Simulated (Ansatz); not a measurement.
**CsPbCl3 in the perovskite structure**

Level of theory: DFT, PBE, scalar-relativistic, no spin polarisation; plane waves to 420 eV with PAW datasets (Ansatz 0.2.0), 6×6×6 k-mesh, Gaussian smearing of 0.05 eV; PAW files: Ansatz's generated set soft_2.

```
CELL_PARAMETERS angstrom
5.73568 0.00000 0.00000
0.00000 5.73568 0.00000
0.00000 0.00000 5.73568
ATOMIC_POSITIONS crystal
Cs 0.00000 0.00000 0.00000
Pb 0.50000 0.50000 0.50000
Cl 0.00000 0.50000 0.50000
Cl 0.50000 0.50000 0.00000
Cl 0.50000 0.00000 0.50000
```

The start was a prototype's sites filled with these elements; the Crystallography Open Database holds the compound in this structure. The ideal cubic cell shuts out tilts of the octahedra, which such structures often take.

The cell is relaxed to zero pressure at this level.

The cell has space group Pm-3m (read at 0.01 Å). In it the stress is 0.00, 0.00, 0.00, 0.00, 0.00, 0.00 GPa and the largest force component 0.000 eV/Å. Each change below starts from this cell, without further relaxation. Stress is in GPa, positive in compression, in the order xx, yy, zz, yz, xz, xy; energies are counted from the cell above.

What happens when atom 1 (Cs) is moved by 0.20 Å along x?

The energy changes by 1.7 meV per cell, and the force on it along the shift is -0.0186 eV/Å (−F/u = 0.09 eV/Å²). Stress: 0.03, 0.03, 0.03, 0.00, 0.00, 0.00.
```
atom  Fx (eV/Å)     Fy     Fz
 Cs1     -0.019  0.000  0.000
 Pb2      0.046  0.000  0.000
 Cl3      0.019  0.000  0.000
 Cl4     -0.023  0.000  0.000
 Cl5     -0.023  0.000  0.000
```
In a harmonic crystal the energy would rise by −½F·u = ½ × 0.09 × 0.20² eV = 1.9 meV, close to the run's value; the rest is anharmonic or numerical.

What happens when atom 1 (Cs) is moved by 0.12 Å along x?

The energy changes by 0.6 meV per cell, and the force on it along the shift is -0.0099 eV/Å (−F/u = 0.08 eV/Å²). Stress: 0.01, 0.01, 0.01, 0.00, 0.00, 0.00.
```
atom  Fx (eV/Å)     Fy     Fz
 Cs1     -0.010  0.000  0.000
 Pb2      0.028  0.000  0.000
 Cl3      0.012  0.000  0.000
 Cl4     -0.015  0.000  0.000
 Cl5     -0.015  0.000  0.000
```

What stress follows from an engineering strain of -1 % in yz, atoms carried along?

0.00, 0.00, 0.00, 0.05, 0.00, 0.00 GPa; the energy changes by 0.3 meV per cell. The gap on the mesh goes from 2.21 eV to 2.19 eV.
The change of the stress over the strain gives a clamped-atom stiffness of about 5.2 GPa for this component.

A single strain component, atoms carried along, gave the stress 0.17, 0.17, 1.11, 0.00, 0.00, 0.00. Which component, and about how large?

An engineering strain of -2 % in zz; the energy changes by 12.5 meV per cell.

All atoms and the cell are disturbed at random:
```
CELL_PARAMETERS angstrom
5.67596 0.05123 -0.02957
0.05123 5.70799 -0.00546
-0.02957 -0.00546 5.70896
ATOMIC_POSITIONS crystal
Cs 0.00227 0.00625 0.00069
Pb 0.51405 0.50569 0.52831
Cl 0.00350 0.50335 0.49016
Cl 0.50391 0.47142 0.99736
Cl 0.47627 0.01329 0.48348
```
Give the energy change, the stress and the forces.

59.8 meV per cell; stress 0.69, 0.29, 0.86, -0.04, 0.06, -0.12 GPa. The gap on the mesh goes from 2.21 eV to 2.29 eV.
```
atom  Fx (eV/Å)      Fy      Fz
 Cs1      0.034   0.022   0.051
 Pb2     -0.175   0.024  -0.446
 Cl3      0.069   0.026   0.041
 Cl4      0.019   0.029   0.296
 Cl5      0.052  -0.100   0.057
```

All atoms and the cell are disturbed at random:
```xyz
5
Lattice="5.7655 0.0134 0.0575 0.0134 5.8261 0.0023 0.0575 0.0023 5.6575" Properties=species:S:1:pos:R:3 pbc="T T T"
Cs   -0.1007   -0.0704   -0.1321
Pb    3.0651    2.7857    3.0181
Cl   -0.0642    3.1544    2.8993
Cl    2.8780    2.7837    0.1690
Cl    2.9765    0.1093    2.6217
```
Give the energy change, the stress and the forces.

138.1 meV per cell; stress 0.57, 0.19, 0.80, -0.13, -0.05, -0.08 GPa. The gap on the mesh goes from 2.21 eV to 2.42 eV.
| atom | Fx (eV/Å) | Fy | Fz |
| --- | --- | --- | --- |
| Cs1 | 0.025 | -0.019 | 0.083 |
| Pb2 | -0.504 | 0.340 | -0.202 |
| Cl3 | 0.422 | -0.039 | 0.042 |
| Cl4 | 0.021 | 0.030 | -0.073 |
| Cl5 | 0.036 | -0.312 | 0.151 |

Kohn–Sham gaps of semilocal functionals lie under measured ones, often by a third or more. For elements this heavy, spin–orbit coupling would shift levels and gaps; it isn't included here. The relaxed cell is 7 % larger in volume than the cell of this structure in the Crystallography Open Database (35.22 Å³/atom, 1981).
